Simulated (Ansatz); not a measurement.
## SiO2 at a changed volume: ¹⁷O NMR of the central transition

Cell: a computed structure from the Materials Project (it need not be an observed phase), relaxed with PBE at fixed cell and then changed (volume scaled by 0.95, ions relaxed).

Space group R-3m:H (No. 166); a = 13.3665, c = 14.5845 Å, γ = 120.00°.

```csv
site,Wyckoff,site symmetry,x,y,z
Si,36i,1,0.8988,0.5664,0.4401
O13,18f,.2,0.9310,0.5976,0.3333
O19,18h,.m,0.7835,0.8917,0.8683
O25,18h,.m,0.7807,0.2193,0.4678
O31,18g,.2,0.0000,0.3322,0.5000
```

One atom of each set is listed; the run and its k-mesh use a cell of 36 atoms with edges of 9.12, 9.12, 9.12 Å.

Level of theory: DFT, PBE, plane waves and PAW, scalar-relativistic, 420 eV cutoff, Γ-centred 3×3×3 k-points, Fermi–Dirac smearing 0.02 eV (Ansatz 0.2.0).

¹⁷O has I = 5/2 and Q = -25.58 mb (Pyykkö 2018); at 7.05 T its Larmor frequency is ν₀ = 40.7 MHz. Only the quadrupole interaction is simulated: positions count from each site's isotropic chemical shift, and J coupling is left out, as are shift anisotropy and dipolar coupling, which fast spinning averages.

Q: Give C_Q, η, the quadrupolar product P_Q = |C_Q|(1 + η²/3)^½, the second-order isotropic shift and the breadth of the pattern (fast magic-angle spinning) for each O site.

A: 

```tsv
site	first shell	C_Q (MHz)	η	P_Q (MHz)	δ_QIS (ppm)	breadth (kHz)
O13	2 Si at 1.61 Å, angle 150°	-5.65	0.12	5.66	-116	10.5
O19	2 Si at 1.62 Å, angle 151°	-5.76	0.14	5.78	-121	11.0
O25	2 Si at 1.60 Å, angle 150°	-5.59	0.22	5.63	-115	10.6
O31	2 Si at 1.61 Å, angle 130°	-4.91	0.50	5.12	-94.7	8.95
```

δ_QIS = −(ν_Q²/30ν₀²)[I(I+1) − 3/4](1 + η²/3) × 10⁶ ppm with ν_Q = 3|C_Q|/[2I(2I−1)]; it falls as 1/B₀² in ppm, and the breadth as 1/B₀ in kHz.

At O13, O19, O25 and O31 V_zz runs parallel to the line that joins its two neighbours (within 1°) in each case.

The relaxation (7 steps) took 61 s of wall time (4 min of CPU time) and 2.5 GiB at its peak, on 4 threads of Arm Neoverse V2 (aarch64; 8 cores open to the job, memory cap 8.0 GiB, no GPU), a shared host with a load of 0.3 a core.
